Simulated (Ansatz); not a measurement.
# ZnS (P6_3mc) at 3 levels of theory

One geometry, relaxed with PBE; plane waves with PAW potentials in Ansatz, scalar-relativistic. No spin polarisation. Gaps are the least over mesh and band path; pressure is positive in compression, and isn't given for hybrids.

```cif
data_structure
_symmetry_space_group_name_H-M 'P 1'
_symmetry_Int_Tables_number 1
_cell_length_a 3.8456
_cell_length_b 3.8456
_cell_length_c 6.3071
_cell_angle_alpha 90.000
_cell_angle_beta 90.000
_cell_angle_gamma 120.000
_cell_volume 80.78
loop_
_atom_site_label
_atom_site_type_symbol
_atom_site_fract_x
_atom_site_fract_y
_atom_site_fract_z
_atom_site_occupancy
Zn1 Zn 0.66667 0.33333 0.64542 1
Zn2 Zn 0.33333 0.66667 0.14542 1
S1 S 0.66667 0.33333 0.01987 1
S2 S 0.33333 0.66667 0.51987 1
```

| level | cutoff (eV) | k mesh | gap (eV) | pressure (GPa) |
| --- | --- | --- | --- | --- |
| PBE | 420 | 12×12×4 | 2.08 | 0.0 |
| r2SCAN | 500 | 12×12×4 | 2.64 | -2.2 |
| HSE06 | 420 | 6×6×4 | 3.29 | - |

The cell was reached from a generator's guess, though it ends in a space group that the Crystallography Open Database lists for this formula.
